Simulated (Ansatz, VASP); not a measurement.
## One calculation of Pt, two programs

```xyz
1
Lattice="0.0000 1.8657 1.8657 1.8657 0.0000 1.8657 1.8657 1.8657 0.0000" Properties=species:S:1:pos:R:3 pbc="T T T"
Pt    0.0000    0.0000    0.0000
```

Change from the starting cell: volume scaled by 0.88, PAW files.

Alike in both runs: task single point; functional LDA; k mesh 17 × 17 × 17; occupations fermi-dirac, width 0.05 eV; no spin polarisation.

```csv
,VASP,Ansatz
version,VASP 6.6.1,Ansatz 0.2.0
potentials or method,"VASP PAW LDA potentials, release 64 (Pt)","PAW with Ansatz's default frozen-core files, scalar-relativistic"
plane-wave cutoff (eV),520,420
valence electrons in the cell,10,18
```

VASP gave:

```
pressure (GPa) : 56.5
```

Problem. Which values does Ansatz return?

Solution. Pressure (GPa): 55.0.

The two sets of potentials don't hold the same shells in valence.

Caveats: so large a pressure means that the cell lies far from this level's equilibrium, or that cutoff or potentials fall short (VASP). The runs have no spin-orbit coupling, so splittings on Pt are missing.
